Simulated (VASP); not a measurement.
# ZnS (F-43m) in VASP: settings compared

Aim: see how the results for ZnS move with the level of theory and the settings. Levels: r2SCAN, r2SCAN+rVV10. Tasks: relaxation of cell and atoms.

Program: VASP 6.6.1. These are calculated values, not measurements. Logs are shortened: lines on timing, memory, paths and dates and some standing lists are left out, and cuts for length are marked.

### Step 1. Starting point

It takes space group F-43m (No. 216, cubic). Conventional cell: a = 5.387 Å, b = 5.387 Å, c = 5.387 Å, α = 90.00°, β = 90.00°, γ = 90.00°. Zn (site symmetry -43m) has 4 S at 2.33 Å as nearest neighbours. Around S (site symmetry -43m) lie 4 Zn at 2.33 Å.

The cell is a database's computed one.

### Step 2. Relaxation of cell and atoms, r2SCAN

File INCAR:

```
ALGO = Normal
EDIFF = 1E-7
EDIFFG = -0.005
ENCUT = 600
IBRION = 2
ISIF = 3
ISMEAR = 0
LASPH = True
LCHARG = False
LMIXTAU = True
LREAL = False
LWAVE = False
METAGGA = R2SCAN
NELM = 60
NSW = 90
PREC = Accurate
SIGMA = 0.02
```

File KPOINTS:

```
k-points
0
Gamma
  10 10 10
```

File POSCAR:

```
ZnS
1.0
    0.0000000000      2.6936828800      2.6936828800
    2.6936828800      0.0000000000      2.6936828800
    2.6936828800      2.6936828800      0.0000000000
Zn S
1 1
Direct
    0.0000000000      0.0000000000      0.0000000000
    0.7500000000      0.7500000000      0.7500000000
```

Potentials or basis: VASP PAW PBE potentials, release 64 (Zn, S).

Run with:

```sh
$ cat potpaw_PBE.64/Zn/POTCAR potpaw_PBE.64/S/POTCAR > POTCAR
$ mpirun -np 1 vasp_std > vasp.out
```

OUTCAR:

```text
EDIFF = 1E-7
   EDIFFG = -0.005
   ENCUT = 600
   IBRION = 2
   ISIF = 3
   ISMEAR = 0
   LASPH = True
   LREAL = False
   METAGGA = R2SCAN
   NELM = 60
   NSW = 90
   PREC = Accurate

 ion  position               nearest neighbor table
   1  0.000  0.000  0.000-   2 2.33   2 2.33   2 2.33   2 2.33
   2  0.750  0.750  0.750-   1 2.33   1 2.33   1 2.33   1 2.33

  LATTYP: Found a face centered cubic cell.
 ALAT       =     5.3873657600

  Lattice vectors:

 A1 = (   0.0000000000,   2.6936828800,   2.6936828800)
 A2 = (   2.6936828800,   0.0000000000,   2.6936828800)
 A3 = (   2.6936828800,   2.6936828800,   0.0000000000)

Analysis of symmetry for initial positions (statically):
=====================================================================
 Subroutine PRICEL returns:
 Original cell was already a primitive cell.

 Routine SETGRP: Setting up the symmetry group for a
 face centered cubic supercell.

 Subroutine GETGRP returns: Found 24 space group operations
 (whereof 24 operations were pure point group operations)
 out of a pool of 48 trial point group operations.

The static configuration has the point symmetry T_d .

Analysis of symmetry for dynamics (positions and initial velocities):
=====================================================================
 Subroutine PRICEL returns:
 Original cell was already a primitive cell.

 Routine SETGRP: Setting up the symmetry group for a
 face centered cubic supercell.

 Subroutine GETGRP returns: Found 24 space group operations
 (whereof 24 operations were pure point group operations)
 out of a pool of 48 trial point group operations.

The dynamic configuration has the point symmetry T_d .

 Subroutine INISYM returns: Found 24 space group operations
 (whereof 24 operations are pure point group operations),
 and found     1 'primitive' translations

----------------------------------------------------------------------------------------

                                     Primitive cell

  volume of cell :      39.0903

  direct lattice vectors                    reciprocal lattice vectors
     0.000000000  2.693682880  2.693682880    -0.185619474  0.185619474  0.185619474
     2.693682880  0.000000000  2.693682880     0.185619474 -0.185619474  0.185619474
     2.693682880  2.693682880  0.000000000     0.185619474  0.185619474 -0.185619474

  length of vectors
     3.809442862  3.809442862  3.809442862     0.321502360  0.321502360  0.321502360

  position of ions in fractional coordinates (direct lattice)
     0.000000000  0.000000000  0.000000000
     0.750000000  0.750000000  0.750000000

  ion indices of the primitive-cell ions
   primitive index   ion index
                 1           1
                 2           2

----------------------------------------------------------------------------------------

 KPOINTS: k-points

Automatic generation of k-mesh.
 Grid dimensions read from file:
 generate k-points for:   10   10   10

 Generating k-lattice:

  Cartesian coordinates                     Fractional coordinates (reciprocal lattice)
    -0.018561947  0.018561947  0.018561947     0.100000000  0.000000000  0.000000000
     0.018561947 -0.018561947  0.018561947     0.000000000  0.100000000  0.000000000
     0.018561947  0.018561947 -0.018561947     0.000000000  0.000000000  0.100000000

  Length of vectors
     0.032150236  0.032150236  0.032150236

  Shift w.r.t. Gamma in fractional coordinates (k-lattice)
     0.000000000  0.000000000  0.000000000

 Subroutine IBZKPT returns following result:
 ===========================================
[... 54 lines left out ...]
   ISIF   =      3    stress and relaxation
   ISYM   =      2    0-nonsym 1-usesym 2-fastsym
   POTIM  = 0.5000    time-step for ionic-motion
   TEBEG  =    0.0;   TEEND  =   0.0 temperature during run
   PSTRESS=    0.0 pullay stress
   NELECT =      18.0000    total number of electrons
   NUPDOWN=      -1.0000    fix difference up-down
   EMIN   =  10.00;   EMAX   =-10.00  energy-range for DOS
   EFERMI =   0.00;   METHOD = LEGACY
   ISMEAR =     0;   SIGMA  =   0.02  broadening in eV -4-tet -1-fermi 0-gaus
   EFERMI_NEDOS =   21; number of points for ismear=-14 and -15
   IALGO  =     38    algorithm
   IMIX   =      4    mixing-type and parameters
     AMIX     =   0.40;   BMIX     =  1.00
     AMIX_MAG =   1.60;   BMIX_MAG =  1.00
  volume/ion in A,a.u.               =      19.55       131.90
  Fermi-wavevector in a.u.,A,eV,Ry     =   1.264181  2.388955 21.744194  1.598153
  Thomas-Fermi vector in A             =   2.397499
   LORBIT       =      0    0 simple, 1 ext, 2 COOP (PROOUT), +10 PAW based schemes
   METAGGA = R2SCAN    functional components
   LHFCALC =     F    Hartree Fock is set to
   AEXX    =    0.0000 exact exchange contribution
   IVDW    =     0    specifies the selected vdW correction
   LEPSILON=     F    determine dielectric tensor
   LRPA    =     F    only Hartree local field effects (RPA)
 conjugate gradient relaxation of ions
 non-spin polarized calculation
 Gauss-broadening in eV      SIGMA  =   0.02
  energy-cutoff  :      600.00
  volume of cell :       39.09
 maximum number of plane-waves:      1326
   NGX = 15   NGY = 15   NGZ = 15

--------------------------------------- Ionic step        1  -------------------------------------------

 number of electron      18.0000017 magnetization

 Free energy of the ion-electron system (eV)
  ---------------------------------------------------
  ext. energy  EPLUGINS =         0.00000000
  ---------------------------------------------------
  free energy    TOTEN  =       -18.86783094 eV

  energy without entropy =      -18.86783094  energy(sigma->0) =      -18.86783094

------------------------ aborting loop because EDIFF is reached ----------------------------------------

  FORCE on cell =-STRESS in cart. coord.  units (eV):
  Direction    XX          YY          ZZ          XY          YZ          ZX
  --------------------------------------------------------------------------------------
  -------------------------------------------------------------------------------------
  Total        0.0149191      0.0149191      0.0149191      0.0000000     -0.0000000      0.0000000
  in kB        0.6114816      0.6114816      0.6114816      0.0000000     -0.0000000      0.0000000
  external PRESSURE =       0.6114816 kB  Pullay stress =       0.0000000 kB

 VOLUME and BASIS-vectors are now :
 -----------------------------------------------------------------------------
  energy-cutoff  :      600.00
  volume of cell :       39.09
      direct lattice vectors                 reciprocal lattice vectors
     0.000000000  2.693682880  2.693682880    -0.185619474  0.185619474  0.185619474
     2.693682880  0.000000000  2.693682880     0.185619474 -0.185619474  0.185619474
     2.693682880  2.693682880  0.000000000     0.185619474  0.185619474 -0.185619474

 POSITION                                       TOTAL-FORCE (eV/Angst)
 -----------------------------------------------------------------------------------
      0.00000      0.00000      0.00000        -0.000000     -0.000000     -0.000000
      4.04052      4.04052      4.04052         0.000000      0.000000      0.000000
 -----------------------------------------------------------------------------------
    total drift:                               -0.000019     -0.000019     -0.000019

  FREE ENERGIE OF THE ION-ELECTRON SYSTEM (eV)
  ---------------------------------------------------
  free  energy   TOTEN  =       -18.8678309417 eV

  energy  without entropy=      -18.8678309417  energy(sigma->0) =      -18.86783094

--------------------------------------- Ionic step        2  -------------------------------------------

 number of electron      18.0000017 magnetization

 Free energy of the ion-electron system (eV)
  ---------------------------------------------------
  ext. energy  EPLUGINS =         0.00000000
  ---------------------------------------------------
  free energy    TOTEN  =       -18.86781687 eV

  energy without entropy =      -18.86781687  energy(sigma->0) =      -18.86781687

 E-fermi :   2.0728     XC(G=0): -10.3253

 val. band max:        1.9073423681   @ k =   0.0000   0.0000   0.0000
 cond. band min:       4.6208289964   @ k =   0.0000   0.0000   0.0000
 fundamental gap:      2.7134866282
 Fermi energy:         2.0728383090

 k-point     1 :       0.0000    0.0000    0.0000
  band No.  band energies     occupation
      1     -11.8266      2.00000
      2      -4.6251      2.00000
      3      -4.6251      2.00000
      4      -4.6251      2.00000
      5      -4.0691      2.00000
      6      -4.0691      2.00000
      7       1.9073      2.00000
      8       1.9073      2.00000
      9       1.9073      2.00000
     10       4.6208      0.00000
     11       8.8041      0.00000
     12       8.8042      0.00000
     13       8.8042      0.00000
[... 354 lines left out ...]
  band No.  band energies     occupation
      1     -10.8327      2.00000
      2      -4.6269      2.00000
      3      -4.3617      2.00000
      4      -4.3499      2.00000
      5      -4.0468      2.00000
      6      -4.0092      2.00000
      7      -1.8985      2.00000
      8      -0.1466      2.00000
      9       0.0638      2.00000
     10       6.3338      0.00000
     11       7.0618      0.00000
     12      11.3279      0.00000
     13      12.3066      0.00000

 [... further k-points ...]
[... 5 lines left out ...]
  --------------------------------------------------------------------------------------
  -------------------------------------------------------------------------------------
  Total       -0.0060251     -0.0060251     -0.0060251      0.0000000     -0.0000000      0.0000000
  in kB       -0.2466833     -0.2466833     -0.2466833      0.0000000     -0.0000000      0.0000000
  external PRESSURE =      -0.2466833 kB  Pullay stress =       0.0000000 kB

 VOLUME and BASIS-vectors are now :
 -----------------------------------------------------------------------------
  energy-cutoff  :      600.00
  volume of cell :       39.13
      direct lattice vectors                 reciprocal lattice vectors
    -0.000000000  2.694652251  2.694652251    -0.185552700  0.185552700  0.185552700
     2.694652251 -0.000000000  2.694652251     0.185552700 -0.185552700  0.185552700
     2.694652251  2.694652251  0.000000000     0.185552700  0.185552700 -0.185552700

 POSITION                                       TOTAL-FORCE (eV/Angst)
 -----------------------------------------------------------------------------------
      5.38930      5.38930      5.38930         0.000000      0.000000      0.000000
      4.04198      4.04198      4.04198        -0.000000     -0.000000     -0.000000
 -----------------------------------------------------------------------------------
    total drift:                               -0.000019     -0.000019     -0.000019

  FREE ENERGIE OF THE ION-ELECTRON SYSTEM (eV)
  ---------------------------------------------------
  free  energy   TOTEN  =       -18.8678168724 eV

  energy  without entropy=      -18.8678168724  energy(sigma->0) =      -18.86781687

 reached required accuracy - stopping structural energy minimisation
```

Wall time 3.4 min (1 thread of Intel Xeon Platinum 8488C (Sapphire Rapids), shared host); peak memory 0.19 GiB.

What came out:

```yaml
Free_energy: -18.8678 eV
Relaxed_volume: 19.57 Å³/atom
Relaxed_cell: a = 3.811 Å, b = 3.811 Å, c = 3.811 Å, α = 60.00°, β = 60.00°, γ = 60.00°
Space_group_after_relaxing_to_0.05_Å: F-43m (No. 216)
Energy_gained_by_relaxing: 0.0 meV/atom
Ionic_steps: 2
Pressure_after_relaxing: 0.0 GPa
Band_gap_on_the_k_mesh: 2.71 eV, direct
```

Final structure:
```xyz
2
Lattice="0.0000 2.6947 2.6947 2.6947 0.0000 2.6947 2.6947 2.6947 0.0000" Properties=species:S:1:pos:R:3 pbc="T T T"
Zn    5.3893    5.3893    5.3893
S     4.0420    4.0420    4.0420
```

Caveat: the PAW data sets were made with another functional, which shifts forces and pressure a little.

### Step 3. Relaxation of cell and atoms, r2SCAN+rVV10

Changes to INCAR since step 2:

```diff
@@ -1,2 +1,4 @@
 ALGO = Normal
+BPARAM = 11.95
+CPARAM = 0.0093
 EDIFF = 1E-7
@@ -7,2 +9,3 @@
 ISMEAR = 0
+IVDW_NL = 2
 LASPH = True
@@ -11,2 +14,3 @@
 LREAL = False
+LUSE_VDW = True
 LWAVE = False
```

KPOINTS is that of step 2.

POSCAR is that of step 2.

Potentials or basis: VASP PAW PBE potentials, release 64 (Zn, S).

Run with:

```sh
$ cat potpaw_PBE.64/Zn/POTCAR potpaw_PBE.64/S/POTCAR > POTCAR
$ mpirun -np 1 vasp_std > vasp.out
```

It took 9.1 min on 1 thread of Intel Xeon Platinum 8488C (Sapphire Rapids), shared host; peak memory 0.29 GiB.

Results (log left out):

```
Free energy                            : -18.3615 eV
Relaxed volume                         : 19.36 Å³/atom
Relaxed cell                           : a = 3.797 Å, b = 3.797 Å, c = 3.797 Å, α = 60.00°, β = 60.00°, γ = 60.00°
Space group after relaxing (to 0.05 Å) : F-43m (No. 216)
Energy gained by relaxing              : 0.6 meV/atom
Ionic steps                            : 4
Pressure after relaxing                : 0.0 GPa
Band gap on the k mesh                 : 2.71 eV, direct
```

The path:
```csv
step,energy change (eV),largest force (eV/Å),pressure (GPa),volume (Å³)
1,0.0000,0.0000,-0.78,39.09
2,-0.0010,0.0000,0.33,38.55
3,-0.0011,0.0000,0.08,38.67
4,-0.0011,0.0000,0.00,38.71
```

Final structure:
```
Zn S
1.0
     0.00000    2.68494    2.68494
     2.68494    0.00000    2.68494
     2.68494    2.68494    0.00000
Zn S
1 1
Direct
  0.00000 0.00000 0.00000
  0.75000 0.75000 0.75000
```

Levels at points of the mesh, in eV from the valence-band top:
```csv
k point,band 5,band 6,band 7,band 8,band 9,band 10,band 11,band 12,band 13
"(0.00, 0.00, 0.00)",-6.00,-6.00,0.00,0.00,0.00,2.71,6.87,6.87,6.87
"(0.50, 0.00, 0.00)",-5.97,-5.80,-5.54,-0.92,-0.92,3.82,7.35,7.35,9.41
"(0.50, 0.50, 0.00)",-5.92,-5.78,-4.70,-2.36,-2.36,3.61,4.44,11.85,12.94
```

Caveat: the PAW data sets were made with another functional, which shifts forces and pressure a little.

### Step 4. Relaxation of cell and atoms, r2SCAN

File INCAR:

```
SYSTEM = ZnS
ALGO = Normal
EDIFF = 1E-7
EDIFFG = -0.005
ENCUT = 600
IBRION = 2
ISIF = 3
ISMEAR = 0
LASPH = .True.
LCHARG = .False.
LMIXTAU = .True.
LREAL = .False.
LWAVE = .False.
METAGGA = R2SCAN
NELM = 100
NSW = 90
PREC = Accurate
SIGMA = 0.02
```

File KPOINTS:

```
k-points
0
Gamma
  10 10 10
  0 0 0
```

POSCAR is that of step 3.

Run with:

```sh
$ cat potpaw_PBE.64/Zn/POTCAR potpaw_PBE.64/S/POTCAR > POTCAR
$ mpirun -np 1 vasp_std > vasp.out
```

Run time: 3.1 min. Hardware: 1 thread of Intel Xeon Platinum 8259CL at 2.50GHz (Skylake/Cascade Lake), shared host; peak memory 0.19 GiB.

Results (log left out):

| Property | Result |
| --- | --- |
| Free energy | -18.8678 eV |
| Relaxed volume | 19.57 Å³/atom |
| Relaxed cell | a = 3.811 Å, b = 3.811 Å, c = 3.811 Å, α = 60.00°, β = 60.00°, γ = 60.00° |
| Space group after relaxing (to 0.05 Å) | F-43m (No. 216) |
| Energy gained by relaxing | 0.0 meV/atom |
| Ionic steps | 2 |
| Pressure after relaxing | 0.0 GPa |
| Band gap on the k mesh | 2.71 eV, direct |

Final structure:
```xyz
2
Lattice="0.0000 2.6947 2.6947 2.6947 0.0000 2.6947 2.6947 2.6947 0.0000" Properties=species:S:1:pos:R:3 pbc="T T T"
Zn    5.3893    5.3893    5.3893
S     4.0420    4.0420    4.0420
```

Levels at points of the mesh, in eV from the valence-band top:
```tsv
k point	band 6	band 7	band 8	band 9	band 10	band 11	band 12	band 13
(0.00, 0.00, 0.00)	-5.98	0.00	0.00	0.00	2.71	6.90	6.90	6.90
(0.50, 0.00, 0.00)	-5.78	-5.45	-0.90	-0.90	3.83	7.39	7.39	9.45
(0.50, 0.50, 0.00)	-5.76	-4.65	-2.31	-2.31	3.71	4.48	11.83	12.88
```

Caveat: the PAW data sets were made with another functional, which shifts forces and pressure a little. r2SCAN opens gaps a little over a GGA but as a rule still falls short of measured ones.

### Step 5. Relaxation of cell and atoms, r2SCAN+rVV10

Changes to INCAR since step 4:

```diff
@@ -2,2 +2,4 @@
 ALGO = Normal
+BPARAM = 11.95
+CPARAM = 0.0093
 EDIFF = 1E-7
@@ -8,2 +10,3 @@
 ISMEAR = 0
+IVDW_NL = 2
 LASPH = .True.
@@ -12,2 +15,3 @@
 LREAL = .False.
+LUSE_VDW = .True.
 LWAVE = .False.
```

KPOINTS is that of step 4.

POSCAR is that of step 4.

Run with:

```sh
$ cat potpaw_PBE.64/Zn/POTCAR potpaw_PBE.64/S/POTCAR > POTCAR
$ mpirun -np 1 vasp_std > vasp.out
```

Wall time 9.4 min (1 thread of Intel Xeon Platinum 8259CL at 2.50GHz (Skylake/Cascade Lake), shared host); peak memory 0.3 GiB.

The run converged. Its results:

| Property | Result |
| --- | --- |
| Free energy | -18.3615 eV |
| Relaxed volume | 19.36 Å³/atom |
| Relaxed cell | a = 3.797 Å, b = 3.797 Å, c = 3.797 Å, α = 60.00°, β = 60.00°, γ = 60.00° |
| Space group after relaxing (to 0.05 Å) | F-43m (No. 216) |
| Energy gained by relaxing | 0.6 meV/atom |
| Ionic steps | 4 |
| Pressure after relaxing | 0.0 GPa |
| Band gap on the k mesh | 2.71 eV, direct |

The path:
| step | energy change (eV) | largest force (eV/Å) | pressure (GPa) | volume (Å³) |
| --- | --- | --- | --- | --- |
| 1 | 0.0000 | 0.0000 | -0.78 | 39.09 |
| 2 | -0.0010 | 0.0000 | 0.33 | 38.55 |
| 3 | -0.0011 | 0.0000 | 0.08 | 38.67 |
| 4 | -0.0011 | 0.0000 | 0.00 | 38.71 |

Final structure:
```
Zn S
1.0
     0.00000    2.68494    2.68494
     2.68494    0.00000    2.68494
     2.68494    2.68494    0.00000
Zn S
1 1
Direct
  0.00000 0.00000 0.00000
  0.75000 0.75000 0.75000
```

Levels at points of the mesh, in eV from the valence-band top:
| k point | band 7 | band 8 | band 9 | band 10 | band 11 | band 12 |
| --- | --- | --- | --- | --- | --- | --- |
| (0.00, 0.00, 0.00) | 0.00 | 0.00 | 0.00 | 2.71 | 6.87 | 6.87 |
| (0.50, 0.00, 0.00) | -5.54 | -0.92 | -0.92 | 3.82 | 7.35 | 7.35 |
| (0.50, 0.50, 0.00) | -4.70 | -2.36 | -2.36 | 3.61 | 4.44 | 11.85 |

Caveat: the PAW data sets were made with another functional, which shifts forces and pressure a little.
